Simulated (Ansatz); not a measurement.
A crystal in the fcc structure was computed with PBE in Ansatz (plane waves, PAW datasets (generated hard set); cutoff 700 eV), no spin polarisation, no spin–orbit coupling, Fermi–Dirac smearing of 0.061 eV, k-spacing 0.11 to 0.12 Å⁻¹. It has a₀ = 4.157 Å and B₀ = 139 GPa.

Q: Which is it?
A. Au
B. Te
C. Os
D. Zn
E. Si

A: A. The five: Au 4.157 Å, 139 GPa; Te 4.835 Å, 54 GPa; Si 3.869 Å, 84 GPa; Zn 3.929 Å, 69 GPa; Os 3.856 Å, 389 GPa.

Model structures, not the usual forms at ambient conditions (metastable or hypothetical): Te, Si, Zn, Os.
